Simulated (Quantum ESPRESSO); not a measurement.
# HgTe (Coloradoite) (F-43m) in Quantum ESPRESSO: a series of runs, part 3 of 5

Quantum ESPRESSO 7.5.

## Step 4: Phonon dispersion, PBEsol

Input file pw.in:

```
&CONTROL
  calculation = 'scf'
  prefix = 'pwscf'
  outdir = './tmp'
  pseudo_dir = './pseudo'
  tprnfor = .true.
  tstress = .true.
  disk_io = 'low'
/
&SYSTEM
  ibrav = 0
  nat = 2
  ntyp = 2
  ecutwfc = 45
  ecutrho = 360
  nbnd = 15
  occupations = 'smearing'
  smearing = 'mv'
  degauss = 0.01469973
/
&ELECTRONS
  conv_thr = 4d-10
  electron_maxstep = 120
  mixing_beta = 0.5
/
ATOMIC_SPECIES
Hg   200.5920 hg_pbesol_v1.uspp.F.UPF
Te   127.6000 te_pbesol_v1.uspp.F.UPF
CELL_PARAMETERS angstrom
   0.0000000000    3.2145000000    3.2145000000
   3.2145000000    0.0000000000    3.2145000000
   3.2145000000    3.2145000000    0.0000000000
ATOMIC_POSITIONS crystal
Hg     0.0000000000    0.0000000000    0.0000000000
Te     0.7500000000    0.7500000000    0.7500000000
K_POINTS automatic
6 6 6 0 0 0
```

Input file relax.in:

```
&CONTROL
  calculation = 'vc-relax'
  prefix = 'pwscf'
  outdir = './tmp'
  pseudo_dir = './pseudo'
  tprnfor = .true.
  tstress = .true.
  disk_io = 'low'
  nstep = 40
  forc_conv_thr = 0.0001
  etot_conv_thr = 1d-06
/
&SYSTEM
  ibrav = 0
  nat = 2
  ntyp = 2
  ecutwfc = 45
  ecutrho = 360
  nbnd = 15
  occupations = 'smearing'
  smearing = 'mv'
  degauss = 0.01469973
/
&ELECTRONS
  conv_thr = 4d-10
  electron_maxstep = 120
  mixing_beta = 0.5
/
&IONS
  ion_dynamics = 'bfgs'
/
&CELL
  cell_dynamics = 'bfgs'
  press = 0
  press_conv_thr = 0.2
/
ATOMIC_SPECIES
Hg   200.5920 hg_pbesol_v1.uspp.F.UPF
Te   127.6000 te_pbesol_v1.uspp.F.UPF
CELL_PARAMETERS angstrom
   0.0000000000    3.2145000000    3.2145000000
   3.2145000000    0.0000000000    3.2145000000
   3.2145000000    3.2145000000    0.0000000000
ATOMIC_POSITIONS crystal
Hg     0.0000000000    0.0000000000    0.0000000000
Te     0.7500000000    0.7500000000    0.7500000000
K_POINTS automatic
6 6 6 0 0 0
```

Input file scf2.in:

```
&CONTROL
  calculation = 'scf'
  prefix = 'pwscf'
  outdir = './tmp'
  pseudo_dir = './pseudo'
  tprnfor = .true.
  tstress = .true.
  disk_io = 'low'
/
&SYSTEM
  ibrav = 0
  nat = 2
  ntyp = 2
  ecutwfc = 45
  ecutrho = 360
  nbnd = 15
  occupations = 'smearing'
  smearing = 'mv'
  degauss = 0.01469973
/
&ELECTRONS
  conv_thr = 1d-13
  electron_maxstep = 120
  mixing_beta = 0.5
  startingpot = 'file'
  startingwfc = 'file'
/
ATOMIC_SPECIES
Hg   200.5920 hg_pbesol_v1.uspp.F.UPF
Te   127.6000 te_pbesol_v1.uspp.F.UPF
CELL_PARAMETERS angstrom
   0.0000000000    3.2645940408    3.2645940408
   3.2645940408    0.0000000000    3.2645940408
   3.2645940408    3.2645940408    0.0000000000
ATOMIC_POSITIONS crystal
Hg     0.0000000000    0.0000000000    0.0000000000
Te     0.7500000000    0.7500000000    0.7500000000
K_POINTS automatic
6 6 6 0 0 0
```

Input file ph.in:

```
phonon_bands of HgTe
&INPUTPH
  prefix = 'pwscf'
  outdir = './tmp'
  tr2_ph = 1d-18
  fildyn = 'dyn'
  niter_ph = 90
  alpha_mix(1) = 0.4
  ldisp = .true.
  nq1 = 2
  nq2 = 2
  nq3 = 2
/
```

Input file q2r.in:

```
&INPUT
  fildyn = 'dyn'
  zasr = 'crystal'
  flfrc = 'fc'
/
```

Input file matdyn.in:

```
&INPUT
  asr = 'crystal'
  flfrc = 'fc'
  flfrq = 'freq'
  q_in_cryst_coord = .true.
  flvec = ' '
/
80
 0.0000000000  0.0000000000  0.0000000000
 0.0454545455  0.0000000000  0.0454545455
 0.0909090909  0.0000000000  0.0909090909
 0.1363636364  0.0000000000  0.1363636364
 0.1818181818  0.0000000000  0.1818181818
 0.2272727273  0.0000000000  0.2272727273
 0.2727272727  0.0000000000  0.2727272727
 0.3181818182  0.0000000000  0.3181818182
 0.3636363636  0.0000000000  0.3636363636
 0.4090909091  0.0000000000  0.4090909091
 0.4545454545  0.0000000000  0.4545454545
 0.5000000000  0.0000000000  0.5000000000
 0.5000000000  0.0500000000  0.5500000000
 0.5000000000  0.1000000000  0.6000000000
 0.5000000000  0.1500000000  0.6500000000
 0.5000000000  0.2000000000  0.7000000000
 0.5000000000  0.2500000000  0.7500000000
 0.4687500000  0.2812500000  0.7500000000
 0.4375000000  0.3125000000  0.7500000000
 0.4062500000  0.3437500000  0.7500000000
 0.3750000000  0.3750000000  0.7500000000
 0.3461538462  0.3461538462  0.6923076923
 0.3173076923  0.3173076923  0.6346153846
 0.2884615385  0.2884615385  0.5769230769
 0.2596153846  0.2596153846  0.5192307692
 0.2307692308  0.2307692308  0.4615384615
 0.2019230769  0.2019230769  0.4038461538
 0.1730769231  0.1730769231  0.3461538462
 0.1442307692  0.1442307692  0.2884615385
 0.1153846154  0.1153846154  0.2307692308
 0.0865384615  0.0865384615  0.1730769231
 0.0576923077  0.0576923077  0.1153846154
 0.0288461538  0.0288461538  0.0576923077
 0.0000000000  0.0000000000  0.0000000000
 0.0454545455  0.0454545455  0.0454545455
 0.0909090909  0.0909090909  0.0909090909
 0.1363636364  0.1363636364  0.1363636364
 0.1818181818  0.1818181818  0.1818181818
 0.2272727273  0.2272727273  0.2272727273
 0.2727272727  0.2727272727  0.2727272727
 0.3181818182  0.3181818182  0.3181818182
 0.3636363636  0.3636363636  0.3636363636
 0.4090909091  0.4090909091  0.4090909091
 0.4545454545  0.4545454545  0.4545454545
 0.5000000000  0.5000000000  0.5000000000
 0.5178571429  0.4642857143  0.5178571429
 0.5357142857  0.4285714286  0.5357142857
 0.5535714286  0.3928571429  0.5535714286
 0.5714285714  0.3571428571  0.5714285714
 0.5892857143  0.3214285714  0.5892857143
 0.6071428571  0.2857142857  0.6071428571
 0.6250000000  0.2500000000  0.6250000000
 0.5937500000  0.2500000000  0.6562500000
 0.5625000000  0.2500000000  0.6875000000
 0.5312500000  0.2500000000  0.7187500000
 0.5000000000  0.2500000000  0.7500000000
 0.5000000000  0.2750000000  0.7250000000
 0.5000000000  0.3000000000  0.7000000000
 0.5000000000  0.3250000000  0.6750000000
 0.5000000000  0.3500000000  0.6500000000
 0.5000000000  0.3750000000  0.6250000000
 0.5000000000  0.4000000000  0.6000000000
 0.5000000000  0.4250000000  0.5750000000
 0.5000000000  0.4500000000  0.5500000000
 0.5000000000  0.4750000000  0.5250000000
 0.5000000000  0.5000000000  0.5000000000
 0.4861111111  0.4861111111  0.5277777778
 0.4722222222  0.4722222222  0.5555555556
 0.4583333333  0.4583333333  0.5833333333
 0.4444444444  0.4444444444  0.6111111111
 0.4305555556  0.4305555556  0.6388888889
 0.4166666667  0.4166666667  0.6666666667
 0.4027777778  0.4027777778  0.6944444444
 0.3888888889  0.3888888889  0.7222222222
 0.3750000000  0.3750000000  0.7500000000
 0.6250000000  0.2500000000  0.6250000000
 0.5937500000  0.1875000000  0.5937500000
 0.5625000000  0.1250000000  0.5625000000
 0.5312500000  0.0625000000  0.5312500000
 0.5000000000  0.0000000000  0.5000000000
```

Input file matdyn_dos.in:

```
&INPUT
  asr = 'crystal'
  flfrc = 'fc'
  dos = .true.
  fldos = 'phdos'
  nk1 = 9
  nk2 = 9
  nk3 = 9
  deltaE = 0.5
  flvec = ' '
  flfrq = ' '
/
```

Input file matdyn_mesh.in:

```
&INPUT
  asr = 'crystal'
  flfrc = 'fc'
  flfrq = 'mesh'
  q_in_cryst_coord = .true.
  flvec = ' '
/
512
 0.06250000  0.06250000  0.06250000
 0.06250000  0.06250000  0.18750000
 0.06250000  0.06250000  0.31250000
[... 509 further points of the even 8 x 8 x 8 mesh, shifted by half a step ...]
```

Potentials or basis: GBRV 1.5 PBEsol.

Launch:

```
$ OMP_NUM_THREADS=1 pw.x -in pw.in > pw.out
$ OMP_NUM_THREADS=1 pw.x -in relax.in > relax.out
$ OMP_NUM_THREADS=1 pw.x -in scf2.in > scf2.out
$ OMP_NUM_THREADS=1 ph.x -in ph.in > ph.out
$ OMP_NUM_THREADS=1 q2r.x -in q2r.in > q2r.out
$ OMP_NUM_THREADS=1 matdyn.x -in matdyn.in > matdyn.out
$ OMP_NUM_THREADS=1 matdyn.x -in matdyn_dos.in > matdyn_dos.out
$ OMP_NUM_THREADS=1 matdyn.x -in matdyn_mesh.in > matdyn_mesh.out
```

pw.out:

```text
This program is part of the open-source Quantum ESPRESSO suite
     for quantum simulation of materials; please cite
[... 9 lines left out ...]
     --------------------
     sticks:   dense  smooth     PW     G-vecs:    dense   smooth      PW
     Sum        1813     925    271                51493    18197    2975

     Using Slab Decomposition

     bravais-lattice index     =            0
     lattice parameter (alat)  =       8.5907  a.u.
     unit-cell volume          =     448.2981 (a.u.)^3
     number of atoms/cell      =            2
     number of atomic types    =            2
     number of electrons       =        18.00
     number of Kohn-Sham states=           15
     kinetic-energy cutoff     =      45.0000  Ry
     charge density cutoff     =     360.0000  Ry
     scf convergence threshold =      4.0E-10
     mixing beta               =       0.5000
     number of iterations used =            8  plain     mixing
     Exchange-correlation= SLA  PW   PSX  PSC
                           (   1   4  10   8   0   0   0)

     celldm(1)=   8.590675  celldm(2)=   0.000000  celldm(3)=   0.000000
     celldm(4)=   0.000000  celldm(5)=   0.000000  celldm(6)=   0.000000

     crystal axes: (cart. coord. in units of alat)
               a(1) = (   0.000000   0.707107   0.707107 )
               a(2) = (   0.707107   0.000000   0.707107 )
               a(3) = (   0.707107   0.707107   0.000000 )

     reciprocal axes: (cart. coord. in units 2 pi/alat)
[... 142 lines left out ...]
          k = 0.0000 0.0000 0.0000 (  2277 PWs)   bands (ev):

    -5.9321  -1.2149  -1.2149  -1.2149  -0.6578  -0.6578   5.4498   6.2393
     6.2393   6.2393  10.3475  10.3475  10.3475  12.7043  15.8938

          k = 0.1179 0.1179-0.1179 (  2274 PWs)   bands (ev):
[... 31 lines left out ...]
    -5.3355  -1.0652  -1.0575  -0.7119  -0.6613  -0.5444   1.2617   3.9983
     5.1881   7.9958  10.8199  11.5795  12.2116  14.7578  15.1755

          k = 0.0000-0.2357 0.2357 (  2277 PWs)   bands (ev):

    -5.5976  -1.1319  -1.1119  -1.0463  -0.6793  -0.6312   2.7511   4.6517
     5.7648   7.7885  10.4641  11.0093  11.3689  14.0534  15.2380

          k = 0.4714 0.0000-0.0000 (  2285 PWs)   bands (ev):
[... 11 lines left out ...]
    -5.1744  -1.0273  -0.9546  -0.7200  -0.6412  -0.2074   0.7634   3.1390
     4.5439   8.4570  10.6596  12.7838  13.0764  13.5836  15.3206

          k =-0.7071 0.0000 0.0000 (  2272 PWs)   bands (ev):

    -5.1186  -1.0461  -0.8520  -0.8520  -0.5764  -0.1823   0.6521   3.8660
     3.8660   8.0336   8.5614  14.3726  15.2167  15.2167  16.4981

          k =-0.2357-0.4714 0.7071 (  2286 PWs)   bands (ev):
[... 6 lines left out ...]
    -5.1744  -1.0109  -0.9713  -0.7099  -0.6618  -0.1779   0.7164   3.3599
     4.2443   8.9104  10.5892  11.5366  13.3612  14.1214  16.6313

          k =-0.7071 0.2357 0.0000 (  2284 PWs)   bands (ev):

    -5.1197  -0.9925  -0.9136  -0.7861  -0.6299  -0.0404   0.5720   3.5361
     3.6495   8.9309   9.7865  12.6763  12.7968  15.7660  17.2180

     the Fermi energy is     6.1593 ev

!    total energy              =    -133.97397708 Ry
     estimated scf accuracy    <          2.2E-10 Ry
     smearing contrib. (-TS)   =       0.00042265 Ry
     internal energy E=F+TS    =    -133.97439974 Ry

     The total energy is F=E-TS. E is the sum of the following terms:
     one-electron contribution =     -32.24158663 Ry
     hartree contribution      =      28.80899358 Ry
     xc contribution           =     -53.10743851 Ry
     ewald contribution        =     -77.43436818 Ry

     convergence has been achieved in   9 iterations

     Forces acting on atoms (cartesian axes, Ry/au):

     atom    1 type  1   force =     0.00000000    0.00000000   -0.00000000
     atom    2 type  2   force =     0.00000000   -0.00000000   -0.00000000

     Total force =     0.000000     Total SCF correction =     0.000000

     Computing stress (Cartesian axis) and pressure

          total   stress  (Ry/bohr**3)                   (kbar)     P=       22.06
   0.00014999   0.00000000   0.00000000           22.06        0.00        0.00
   0.00000000   0.00014999   0.00000000            0.00       22.06        0.00
   0.00000000   0.00000000   0.00014999            0.00        0.00       22.06

=------------------------------------------------------------------------------=
   JOB DONE.
=------------------------------------------------------------------------------=
```

scf2.out:

```text
This program is part of the open-source Quantum ESPRESSO suite
     for quantum simulation of materials; please cite
[... 9 lines left out ...]
     --------------------
     sticks:   dense  smooth     PW     G-vecs:    dense   smooth      PW
     Sum        1891     955    283                54313    19195    3119
[... 216 lines left out ...]
  -0.00000012  -0.00000000   0.00000000           -0.02       -0.00        0.00
  -0.00000000  -0.00000012  -0.00000000           -0.00       -0.02       -0.00
   0.00000000  -0.00000000  -0.00000012            0.00       -0.00       -0.02

=------------------------------------------------------------------------------=
   JOB DONE.
=------------------------------------------------------------------------------=
```

Run time: 16 min. Hardware: 1 thread of Arm Neoverse V2, shared host; peak memory 0.23 GiB.

What came out:

```yaml
Free_energy: -1822.8296 eV
Relaxed_volume: 34.79 Å³/atom
Relaxed_cell: a = 4.617 Å, b = 4.617 Å, c = 4.617 Å, α = 60.00°, β = 60.00°, γ = 60.00°
Space_group_after_relaxing_to_0.05_Å: F-43m (No. 216)
Pressure_after_relaxing: 0.0 GPa
Band_gap_on_the_k_mesh: none (metal or under the smearing width)
Highest_phonon_frequency: 138 cm⁻¹
Zero-point_energy: 0.016 eV/atom
```

The path:
| step | energy change (eV) | largest force (eV/Å) | pressure (GPa) | volume (Å³) |
| --- | --- | --- | --- | --- |
| 1 | 0.0000 | 0.0000 | 2.21 | 66.43 |
| 2 | -0.0090 | 0.0000 | 1.63 | 67.18 |
| 3 | -0.0159 | 0.0000 | 1.03 | 68.01 |
| 4 | -0.0206 | 0.0000 | 0.19 | 69.27 |
| 5 | -0.0208 | 0.0000 | 0.01 | 69.57 |
| 6 | -0.0208 | 0.0000 | 0.00 | 69.59 |

Final structure:
```
CELL_PARAMETERS angstrom
0.00000 3.26459 3.26459
3.26459 0.00000 3.26459
3.26459 3.26459 0.00000
ATOMIC_POSITIONS crystal
Hg 0.00000 0.00000 0.00000
Te 0.75000 0.75000 0.75000
```

Levels at points of the mesh, in eV from the Fermi level:
```csv
k point,band 7,band 8,band 9,band 10,band 11,band 12
"(0.00, 0.00, 0.00)",-0.83,0.06,0.06,0.06,4.26,4.26
"(0.00, 0.00, -0.50)",-5.29,-0.88,-0.88,0.67,5.05,5.05
"(0.00, -0.50, -0.50)",-5.27,-2.11,-2.11,1.88,2.51,8.03
```

Phonon frequencies in cm⁻¹ (negative: imaginary):
| q point | frequencies |
| --- | --- |
| (0.000, 0.000, 0.000) | 0 0 0 110 110 110 |
| (0.318, 0.000, 0.318) | 19 19 76 123 127 127 |
| (0.500, 0.150, 0.650) | 25 37 84 124 134 135 |
| (0.346, 0.346, 0.692) | 19 48 79 124 129 138 |
| (0.144, 0.144, 0.288) | 13 24 51 115 118 121 |
| (0.091, 0.091, 0.091) | 6 6 23 111 111 112 |
| (0.409, 0.409, 0.409) | 19 19 77 122 122 134 |
| (0.589, 0.321, 0.589) | 19 46 78 124 128 138 |
| (0.500, 0.275, 0.725) | 28 46 79 123 134 137 |
| (0.500, 0.450, 0.550) | 20 27 80 123 123 136 |
| (0.431, 0.431, 0.639) | 20 42 78 124 126 137 |
| (0.562, 0.125, 0.562) | 18 29 88 126 133 135 |

Phonon frequencies at the corners of the path (cm⁻¹, interpolated; i marks imaginary ones):
```
point           frequencies
    Γ     0 0 0 110 110 110
    X  18 18 91 127 133 133
    W  28 46 79 123 135 136
    K  19 44 82 124 130 138
    L  20 20 80 123 123 136
    U  19 44 82 124 130 138
```

Phonon states per cell in windows of 10 cm⁻¹ (negative: imaginary):
| from (cm⁻¹) | total | Hg | Te |
| --- | --- | --- | --- |
| 0 | 0.02 | 0.01 | 0.01 |
| 10 | 0.54 | 0.38 | 0.16 |
| 20 | 0.78 | 0.58 | 0.20 |
| 30 | 0.37 | 0.28 | 0.10 |
| 40 | 0.33 | 0.25 | 0.08 |
| 50 | 0.06 | 0.05 | 0.02 |
| 60 | 0.14 | 0.11 | 0.03 |
| 70 | 0.57 | 0.52 | 0.05 |
| 80 | 0.18 | 0.18 | 0.01 |
| 90 | 0.00 | 0.00 | 0.00 |
| 100 | 0.00 | 0.00 | 0.00 |
| 110 | 0.37 | 0.12 | 0.25 |
| 120 | 1.66 | 0.33 | 1.33 |
| 130 | 0.97 | 0.20 | 0.77 |

Harmonic thermodynamics per atom at this volume (zero-point energy 15.7 meV, Debye temperature from the second moment 178 K):
```
 T (K)  free energy (meV)  entropy (k_B)  heat capacity Cv (k_B)
    50               12.2           1.78                    1.85
   100                0.9           3.35                    2.59
   200              -37.0           5.27                    2.89
298.15              -86.8           6.43                    2.95
   500             -213.1           7.97                    2.98
   800             -438.6           9.37                    2.99
```

Caveat: the mesh is thin for the phonons of a metal; the q mesh is small, so phonon branches between its points and thermal values are rough.

(Part 3 of 5 ends here.)
